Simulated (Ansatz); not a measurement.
## Si: pressure against volume

Si, I4/mmm, a = 6.655 Å, c = 3.844 Å. This isn't the element's structure at ambient conditions. Ansatz: r2SCAN, PAW, 500 eV, Γ-centred 10×10×10 mesh on 4 atoms, Gaussian smearing 0.02 eV; no spin polarisation. Shape and atoms are relaxed at each volume; pressure is positive in compression.

| V (Å³/atom) | P (GPa) |
| --- | --- |
| 20.001 | 6.23 |
| 20.639 | ? |
| 21.277 | 0.02 |
| 21.916 | -2.44 |
| 22.554 | -4.54 |

Take V0 = 21.277 Å³/atom, count pressures from its P0 = 0.02 GPa, fit the third-order Birch–Murnaghan form to the other rows, and predict the missing pressure.

With the Eulerian strain f = ½[(V0/V)^(2/3) − 1] and y = (P − P0)/[3f(1 + 2f)^(5/2)], the form is the line y = B0 + 1.5 B0 (B0′ − 4) f. Rows (f, y): 0.02105, 88.7; -0.00977, 88.2; -0.01906, 87.9. Means f = -0.002593, y = 88.267; Σ(Δf)² = 0.0008817, ΣΔfΔy = 0.01676; the slope is their ratio. y = 88.32 + 19.01 f GPa, so B0 = 88.3 GPa and B0′ = 4 + 2 × (19.01)/(3 × 88.32) = 4.14. At V = 20.639, f = 0.01025, y = 88.51 and P = 2.88 GPa. The run gave 2.88 GPa, the same to the digits shown.